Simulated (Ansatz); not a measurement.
# MgO: the cost of one run

Method: DFT PBE, scalar-relativistic, plane waves, PAW, in Ansatz 0.2.0.

## 1. The structure to begin with

Symmetry: Fm-3m, No. 225, cubic system. Conventional cell: a = 4.253 Å, b = 4.253 Å, c = 4.253 Å, α = 90.00°, β = 90.00°, γ = 90.00°. Around Mg (site symmetry m-3m) lie 6 O at 2.13 Å. Around O (site symmetry m-3m) lie 6 Mg at 2.13 Å.

Coordinates:

```
Mg O
1.0
     0.00000    2.12669    2.12669
     2.12669    0.00000    2.12669
     2.12669    2.12669    0.00000
Mg O
1 1
Direct
  0.50000 0.50000 0.50000
  0.00000 0.00000 0.00000
```

The cell was relaxed beforehand at this level, from a generated guess; it needn't be the stable form of this composition. At a tolerance of 0.02 Å it has space group Fm-3m (No. 225); it has 9.62 Å³/atom, an uncorrected energy of -2.68 eV/atom over the elements.

## 2. Static run: bands, density of states and charges

Contents of input.yaml:

```yaml
crystal:
  lattice:
    - [0.0, 2.1266944649, 2.1266944649]
    - [2.1266944649, 0.0, 2.1266944649]
    - [2.1266944649, 2.1266944649, 0.0]
  atoms:
    - { symbol: Mg, position: [0.5, 0.5, 0.5] }
    - { symbol: O, position: [0.0, 0.0, 0.0] }
basis:
  ecutwfc: 420
kpoints:
  mp_grid: { grid: [10, 10, 10] }
  band_path:
    path:
      - [[0.0, 0.0, 0.0], [0.5, 0.0, 0.5], [0.625, 0.25, 0.625]]
      - [[0.375, 0.375, 0.75], [0.0, 0.0, 0.0], [0.5, 0.5, 0.5], [0.5, 0.25, 0.75], [0.5, 0.0, 0.5]]
    npoints: 14
hamiltonian:
  xc: pbe
scf:
  occupations: { method: gaussian, width: 0.02 }
  n_extra_bands: 6
output:
  forces: true
  stress: true
  eigenvalues: true
  populations: true
  dos: { projected: true, de: 0.02, nscf_kmesh: { grid: [15, 15, 15] } }
  bader: true
  write_density: true
  write_potential: true
  elf: true
  volumetric_format: npy
```

On the command line:

```console
$ ansatz run input.yaml --threads 1 --pin off --max-ram 2560MiB --backend cpu --events-out ev --progress --plain --runs-dir out
```

What time and memory should one allow on 1 thread of Arm Neoverse V2, shared host?

About 8.8 s, with a peak of 0.27 GiB.
